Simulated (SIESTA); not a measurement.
# Co under changes of volume

One of the cells (10.886 Å³/atom); the others are scaled copies at fixed shape and fractional positions:

```
CELL_PARAMETERS angstrom
2.48736 0.00000 0.00000
-1.24368 2.15412 0.00000
0.00000 0.00000 4.06329
ATOMIC_POSITIONS crystal
Co 0.33333 0.66667 0.74014
Co 0.66667 0.33333 0.25986
```

| Quantity | Value |
| --- | --- |
| Program | SIESTA 5.4.2 |
| Functional | LDA |
| Potentials or basis | PseudoDojo 0.4 standard (LDA files) |
| Basis | DZP (energy shift 0.003 Ry; two zetas on semicore shells) |
| Grid cutoff | 800 Ry |
| Energy shift | 0.003 Ry |
| k mesh | 9 × 9 × 5 |
| Occupations | fermi-dirac, width 0.05 eV |
| Spin | collinear spin, ferromagnetic start |
| Starting moments | [2.0, 2.0] μB |

```tsv
volume (Å³/atom)	energy over the lowest point (meV/atom)	pressure (GPa)	moment (μB per cell)	largest force (eV/Å)
10.233	0.00	-4.3	3.00	0.672
10.450	9.86	-9.9	3.01	0.599
10.668	26.58	-14.5	3.03	0.532
10.886	49.10	-18.5	3.05	0.473
11.103	?	?	?	?
11.321	109.40	-25.5	3.08	0.360
11.539	146.09	-28.3	3.09	0.310
```

**Question.** What does the run at 11.103 Å³/atom give?

**Answer.** Energy over the lowest point 76.84 meV/atom; pressure -22.2 GPa; moment 3.06 μB per cell; largest force 0.411 eV/Å.

Worked out: A Birch-Murnaghan fit of order 3 (a polynomial in V^(-2/3)) to the other rows has its minimum at 10.06 Å³/atom, just outside them, with B0 = V·E''(V) = 282 GPa and B' = 4.5 at fixed shape and positions, which overstates the stiffness. It gives 76.86 meV/atom at 11.103 Å³/atom, against the run's 76.84, and -dE/dV = -22.3 GPa, against -22.2. A straight line through the other rows of the moment, of slope 0.0725 μB per Å³/atom, gives 3.06 μB, against the run's 3.06.

Energies are extrapolated to zero smearing.

Caveats: short orbitals over semicore shells can move pressures by several GPa; the basis of atomic orbitals isn't converged, which shifts pressures, moduli and gaps.
